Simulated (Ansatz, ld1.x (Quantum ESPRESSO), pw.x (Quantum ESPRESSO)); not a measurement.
# pw.x on diamond Ta: one setting changed

Potential: norm-conserving Troullier–Martins (Kleinman–Bylander form), ld1.x (Quantum ESPRESSO) 7.5, PBE; core [Xe] 4f14, reference 5d3 6s1.5 6p0; waves: 6p (bound, empty): rc 2.92 bohr; 5d (bound): rc 1.88 bohr; 6s (bound): rc 2.06 bohr; local part: the s channel; core correction: Bessel-smoothed model core, default radius (core density twice the valence density).

The reference run (k-mesh 8³, cutoffs 55/220 Ry, Fermi–Dirac 0.01 Ry, mixing_beta 0.4, conv_thr 1e-9, no spin) gives 0.54 GPa at 28.487 Å³/atom, where all-electron LAPW gives -0.00 GPa. This run, with its own iteration cap, changes startingwfc to random.

```
&control
  calculation='scf', prefix='x', pseudo_dir='./', outdir='./tmp', tstress=.true., disk_io='none'
/
&system
  ibrav=0, nat=2, ntyp=1, ecutwfc=55, ecutrho=220, nbnd=12,
  occupations='smearing', smearing='fd', degauss=0.01
/
&electrons
  conv_thr=1e-09, mixing_beta=0.4, electron_maxstep=50, startingwfc='random'
/
ATOMIC_SPECIES
Ta 1.0 Ta.UPF
CELL_PARAMETERS angstrom
  0.00000000 3.05409287 3.05409287
  3.05409287 0.00000000 3.05409287
  3.05409287 3.05409287 0.00000000
ATOMIC_POSITIONS crystal
Ta 0.0000 0.0000 0.0000
Ta 0.2500 0.2500 0.2500
K_POINTS automatic
8 8 8 0 0 0
```

```bash
pw.x < Ta.scf.in > Ta.scf.out
```

Q: How does the run end?

A: It converges in 10 iterations; the free energy moves by +0.0 meV/atom and the pressure by +0.00 GPa. The result is that of the reference run.

```
Message from routine setup:
     using ibrav=0 with symmetry is DISCOURAGED, use correct ibrav instead
     lattice parameter (alat)  =       8.1620  a.u.
     unit-cell volume          =     384.4796 (a.u.)^3
     number of electrons       =        10.00
     number of Kohn-Sham states=           12
     kinetic-energy cutoff     =      55.0000  Ry
     charge density cutoff     =     220.0000  Ry
     scf convergence threshold =      1.0E-09
     Exchange-correlation= PBE
     number of k points=    29  Fermi-Dirac smearing, width (Ry)=  0.0100
     iteration #  1     ecut=    55.00 Ry     beta= 0.40
     total energy              =     -62.90404127 Ry
     estimated scf accuracy    <       0.12275360 Ry
     iteration #  2     ecut=    55.00 Ry     beta= 0.40
     total energy              =     -62.94114765 Ry
     estimated scf accuracy    <       0.00936190 Ry
     iteration #  3     ecut=    55.00 Ry     beta= 0.40
     total energy              =     -62.94481531 Ry
     estimated scf accuracy    <       0.00263823 Ry
     iteration #  4     ecut=    55.00 Ry     beta= 0.40
     total energy              =     -62.94504801 Ry
     estimated scf accuracy    <       0.00024181 Ry
     iteration #  5     ecut=    55.00 Ry     beta= 0.40
     c_bands:  1 eigenvalues not converged
     total energy              =     -62.94507513 Ry
     estimated scf accuracy    <       0.00003288 Ry
     iteration #  6     ecut=    55.00 Ry     beta= 0.40
     total energy              =     -62.94508177 Ry
     estimated scf accuracy    <       0.00000090 Ry
     iteration #  7     ecut=    55.00 Ry     beta= 0.40
     total energy              =     -62.94508252 Ry
     estimated scf accuracy    <       0.00000082 Ry
     iteration #  8     ecut=    55.00 Ry     beta= 0.40
     total energy              =     -62.94508256 Ry
     estimated scf accuracy    <       0.00000007 Ry
     iteration #  9     ecut=    55.00 Ry     beta= 0.40
     total energy              =     -62.94508259 Ry
     estimated scf accuracy    <          3.9E-09 Ry
     iteration # 10     ecut=    55.00 Ry     beta= 0.40
     the Fermi energy is     6.0761 ev
!    total energy              =     -62.94508259 Ry
     estimated scf accuracy    <          4.3E-11 Ry
     smearing contrib. (-TS)   =      -0.01800040 Ry
     The total energy is F=E-TS. E is the sum of the following terms:
     one-electron contribution =      10.12841476 Ry
     hartree contribution      =       1.58143626 Ry
     xc contribution           =     -51.30291153 Ry
     ewald contribution        =     -23.33402168 Ry
     convergence has been achieved in  10 iterations
          total   stress  (Ry/bohr**3)                   (kbar)     P=        5.36
     Message from routine punch:
     Nothing written, as per user request (disk_io='none')
```

The run took about 18 s on one core of a shared host (Neoverse-V1, 32 threads, 247 GiB, load 20).
